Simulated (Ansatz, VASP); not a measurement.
## Two plane-wave programs on Al

```
CELL_PARAMETERS angstrom
-1.41162 1.44763 2.01962
1.41162 -1.44763 2.01962
1.41162 1.44763 -2.01962
ATOMIC_POSITIONS crystal
Al 0.00000 0.00000 0.00000
```

Change from the starting cell: the structure that the rattled cell fell into.

Alike in both runs: task single point; functional PBE; k mesh 8 × 8 × 8; occupations gaussian, width 0.1 eV; no spin polarisation.

|  | VASP | Ansatz |
| --- | --- | --- |
| version | VASP 6.6.1 | Ansatz 0.2.0 |
| potentials or method | VASP PAW PBE potentials, release 64 (Al) | scalar-relativistic, plane waves, PAW |
| plane-wave cutoff (eV) | 520 | 420 |
| valence electrons in the cell | 3 | 3 |

```tsv
	VASP	Ansatz	Ansatz less VASP
gap on the k mesh at the Fermi level (eV)	none	none	-
pressure (GPa)	0.1	0.1	+0.04
largest component of the traceless stress (GPa)	0.97	0.97	+0.001
```

A gap of «none» marks a metal or a gap that the smearing closes. The functional is the same, so the differences come from potentials, cutoffs and numerics.

Caveats: the k mesh is coarse (spacing up to 0.39 Å⁻¹), so the values aren't converged.
